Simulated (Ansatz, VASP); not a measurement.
## Two plane-wave programs on SnSe

Contents of INCAR:

```
SYSTEM = SnSe
ALGO = Normal
EDIFF = 1E-7
ENCUT = 520
GGA = PS
ISIF = 2
ISMEAR = 0
LASPH = .TRUE.
LCHARG = .FALSE.
LREAL = .FALSE.
LWAVE = .FALSE.
NBANDS = 17
NELM = 80
PREC = Accurate
SIGMA = 0.05
```

File KPOINTS:

```
k-points
0
G
  8 8 8
  0 0 0
```

The input POSCAR:

```
SnSe
1.0
    0.0000000000      3.0100000000      3.0100000000
    3.0100000000      0.0000000000      3.0100000000
    3.0100000000      3.0100000000      0.0000000000
Sn Se
1 1
Direct
   -0.0332225914     -0.0332225914      0.0332225914
    0.5000000000      0.5000000000      0.5000000000
```

Input for Ansatz:

```yaml
crystal:
  lattice:
    - [0.0, 3.01, 3.01]
    - [3.01, 0.0, 3.01]
    - [3.01, 3.01, 0.0]
  atoms:
    - { symbol: Sn, position: [-0.0332225914, -0.0332225914, 0.0332225914] }
    - { symbol: Se, position: [0.5, 0.5, 0.5] }
basis:
  ecutwfc: 420
kpoints:
  mp_grid: { grid: [8, 8, 8] }
hamiltonian:
  xc: pbesol
scf:
  occupations: { method: gaussian, width: 0.05 }
output:
  forces: true
  stress: true
  eigenvalues: true
```

Alike in both runs: task single point; functional PBEsol; k mesh 8 × 8 × 8; occupations gaussian, width 0.05 eV; no spin polarisation.

|  | VASP | Ansatz |
| --- | --- | --- |
| version | VASP 6.6.1 | Ansatz 0.2.0 |
| potentials or method | VASP PAW PBE potentials, release 64 (Sn_d, Se) | scalar-relativistic, plane waves, PAW |
| plane-wave cutoff (eV) | 520 | 420 |
| valence electrons in the cell | 20 | 30 |

|  | VASP | Ansatz | Ansatz less VASP |
| --- | --- | --- | --- |
| gap on the k mesh at the Fermi level (eV) | 0.80 | 0.80 | -0.003 |
| least direct gap on the mesh (eV) | 0.82 | 0.81 | -0.007 |
| pressure (GPa) | -1.3 | -1.3 | -0.02 |
| largest component of the traceless stress (GPa) | 0.79 | 0.78 | -0.014 |
| rms of the force components (eV/Å) | 0.063 | 0.059 | -0.0041 |

Atom by atom the forces differ by 0.004 eV/Å (rms over components). The two sets of potentials don't hold the same shells in valence.

Caveats: the PAW data sets were made with another functional, which shifts forces and pressure a little (VASP); spin-orbit coupling is left out, which moves the levels of the heavy elements. A k mesh can miss the band edges.
